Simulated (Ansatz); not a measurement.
**Mg2Si: how the settings move a single-point run**

Aim: see which settings change the result for Mg2Si, by how much, and at what cost.

Program: Ansatz 0.2.0. Level of theory: reference: DFT, HSE06, plane waves, PAW. These are calculated values, not measurements.

3 further runs of the same task are left out: 3 that didn't finish.

### 1 Starting point

It takes space group Fm-3m (No. 225, cubic). Conventional cell: a = 6.338 Å, b = 6.338 Å, c = 6.338 Å, α = 90.00°, β = 90.00°, γ = 90.00°. Si (site symmetry m-3m) is surrounded by 8 Mg at 2.74 Å. Mg (site symmetry -43m) is surrounded by 4 Si at 2.74 Å.

Coordinates:

```xyz
3
Lattice="0.0000 3.1690 3.1690 3.1690 0.0000 3.1690 3.1690 3.1690 0.0000" Properties=species:S:1:pos:R:3 pbc="T T T"
Si    0.0000    0.0000    0.0000
Mg    1.5845    1.5845    1.5845
Mg    4.7534    4.7534    4.7534
```

### 2 Baseline

Contents of input.yaml:

```yaml
crystal:
  lattice:
    - [0.0, 3.1689631868, 3.1689631868]
    - [3.1689631868, 0.0, 3.1689631868]
    - [3.1689631868, 3.1689631868, 0.0]
  atoms:
    - { symbol: Si, position: [0.0, 0.0, 0.0] }
    - { symbol: Mg, position: [0.25, 0.25, 0.25] }
    - { symbol: Mg, position: [0.75, 0.75, 0.75] }
kpoints:
  mp_grid: { grid: [4, 4, 4] }
hamiltonian:
  xc: hse06
scf:
  occupations: { method: fixed }
  n_extra_bands: 4
output:
  forces: true
  stress: true
  eigenvalues: true
  write_density: true
  write_potential: true
  elf: true
  volumetric_format: npy
```

Started as:

```
$ ansatz run input.yaml --threads 4 --pin off --max-ram 3686MiB --backend cpu --events-out ev --progress --plain --runs-dir out
```

### 3 Changing settings: xc pbe0

input.yaml, as its differences from that of step 2:

```diff
@@ -12,3 +12,3 @@
 hamiltonian:
-  xc: hse06
+  xc: pbe0
 scf:
@@ -20,5 +20 @@
   eigenvalues: true
-  write_density: true
-  write_potential: true
-  elf: true
-  volumetric_format: npy
```

### 4 Changed: exchange pbe, correlation pbe, coeff 0.5, omega 0.2078

input.yaml, as its differences from that of step 2:

```diff
@@ -12,3 +12,6 @@
 hamiltonian:
-  xc: hse06
+  xc:
+    exchange: pbe
+    correlation: pbe
+    exx: { coeff: 0.5, omega: 0.2078 }
 scf:
@@ -20,5 +23 @@
   eigenvalues: true
-  write_density: true
-  write_potential: true
-  elf: true
-  volumetric_format: npy
```

### 5 Variant: exchange pbe, correlation pbe, coeff 0.15, omega 0.3

input.yaml, as its differences from that of step 2:

```diff
@@ -12,3 +12,3 @@
 hamiltonian:
-  xc: hse06
+  xc: { exchange: pbe, correlation: pbe, exx: { coeff: 0.15, omega: 0.3 } }
 scf:
@@ -20,5 +20 @@
   eigenvalues: true
-  write_density: true
-  write_potential: true
-  elf: true
-  volumetric_format: npy
```

### 6 Changing settings: exchange pbe, correlation pbe, coeff 1.0, omega 0.5

input.yaml, as its differences from that of step 2:

```diff
@@ -12,3 +12,3 @@
 hamiltonian:
-  xc: hse06
+  xc: { exchange: pbe, correlation: pbe, exx: { coeff: 1.0, omega: 0.5 } }
 scf:
@@ -20,5 +20 @@
   eigenvalues: true
-  write_density: true
-  write_potential: true
-  elf: true
-  volumetric_format: npy
```

**Question.** What will these runs give? Wanted: for each run, ending; energy change; pressure; gap; force.

The runs gave:

| run | ending | energy change | pressure (GPa) | gap (eV) | force (eV/Å) | cycles | time |
| --- | --- | --- | --- | --- | --- | --- | --- |
| reference | converged | - | 0.0 | 0.57 | 0.00 | 13 | 4.3 s |
| 1: xc pbe0 | converged | not comparable | -0.1 | 1.20 | 0.00 | 14 | 4.2 s |
| 2: exchange pbe, correlation pbe, coeff 0.5, omega 0.2078 | converged | not comparable | -0.6 | 1.00 | 0.00 | 18 | 5.3 s |
| 3: exchange pbe, correlation pbe, coeff 0.15, omega 0.3 | converged | not comparable | 0.3 | 0.33 | 0.00 | 11 | 3.9 s |
| 4: exchange pbe, correlation pbe, coeff 1.0, omega 0.5 | converged | not comparable | -0.5 | 0.73 | 0.00 | 18 | 5 s |

Times don't compare one to one where runs were asked for different outputs or read a saved state (see the inputs); cycles may leave out searches for a lower state.

Residual by cycle in the longest SCF loop of each run; runs are numbered as in the table. The quantity is the density residual dr2, in eV.

```
cycle  reference    run 1    run 2    run 3    run 4
    1     0.0041  0.00398   0.0135  0.00148   0.0343
    2     8.7e-4   8.8e-4  0.00285   3.1e-4  0.00664
    3     3.2e-4   7.2e-4   0.0036   3.5e-5   0.0133
    4     5.7e-5   1.1e-4   6.2e-4   6.1e-6   0.0025
    5     4.0e-6   1.8e-5   1.4e-4   1.3e-7   5.9e-4
    6     1.1e-6   3.9e-6   2.8e-5        -   1.4e-4
    7          -        -   6.1e-6        -   3.1e-5
```

The totals of these runs aren't set against each other here.
